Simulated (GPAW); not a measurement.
Crystal: TaSi2.

```
Ta Si
1.0
     4.78390    0.00000    0.00000
    -2.39195    4.14298    0.00000
     0.00000    0.00000    6.57000
Ta Si
3 6
Direct
  0.00000 0.50000 0.33333
  0.50000 0.50000 0.66667
  0.50000 0.00000 0.00000
  0.31794 0.15897 0.33333
  0.15897 0.84103 0.66667
  0.84103 0.68206 0.00000
  0.68206 0.84103 0.33333
  0.84103 0.15897 0.66667
  0.15897 0.31794 0.00000
```

Base run:

```yaml
Program: GPAW 26.7.0
Functional: PBEsol
Potentials_or_basis: PAW data sets generated in the run's folder for this functional
Cutoff: 600 eV
Basis: pw
k_mesh: 5 × 5 × 3
Occupations: fermi-dirac, width 0.05 eV
Spin: no spin polarisation
Hubbard_terms: Ta d U = 2 eV
```

Its results: band gap on the k mesh none (metal or under the smearing width); pressure 0.7 GPa; largest force 0.032 eV/Å.

Task: The run is repeated on the same cell with these changes: hubbard terms from Ta d U = 2 eV to none. What comes out?

Result: Band gap on the k mesh none (metal or under the smearing width); pressure -1.4 GPa; largest force 0.022 eV/Å.

Caveats: U without spin polarisation on a metal has little footing (some runs); the U is typed as a test and isn't derived for this compound (some runs).
